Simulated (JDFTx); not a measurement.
Zr:

```
Zr
1.0
     3.23200    0.00000    0.00000
    -1.61600    2.79899    0.00000
     0.00000    0.00000    5.14700
Zr
2
Direct
  0.66667 0.33333 0.75000
  0.33333 0.66667 0.25000
```

- Program: JDFTx 1.7.0 (patched build)
- Task: single point
- Functional: PBEsol
- Potentials or basis: PseudoDojo-SR-PBEsol-0.4.1-standard with smoothed tails
- Cutoff: 898 eV
- Density cutoff: 7184 eV
- k mesh: 9 × 9 × 5
- Occupations: fermi-dirac, width 0.05 eV
- Spin: no spin polarisation

On this cell: pressure -3.2 GPa; largest force under 0.003 eV/Å; band gap on the k mesh none (metal or under the smearing width).

The same run follows on a disturbed copy (atoms moved at random, drawn with an rms of 0.05 Å):

```
CELL_PARAMETERS angstrom
3.23200 0.00000 0.00000
-1.61600 2.79899 0.00000
0.00000 0.00000 5.14700
ATOMIC_POSITIONS crystal
Zr 0.66214 0.33864 0.74918
Zr 0.34713 0.68258 0.24458
```

Question: What changes?

Answer: The energy (extrapolated to zero smearing) moves by +1.0 meV/atom; pressure -3.2 GPa; largest force 0.097 eV/Å; band gap on the k mesh none (metal or under the smearing width).

Forces on the atoms (eV/Å):
```
Zr   0.034  0.024 -0.087
Zr  -0.034 -0.024  0.087
```

Stress tensor (GPa, compression positive):
```
-3.69 -0.27 -0.01
-0.27 -3.30  0.00
-0.01  0.00 -2.62
```

Caveats: the empty levels aren't tightly converged (some runs).
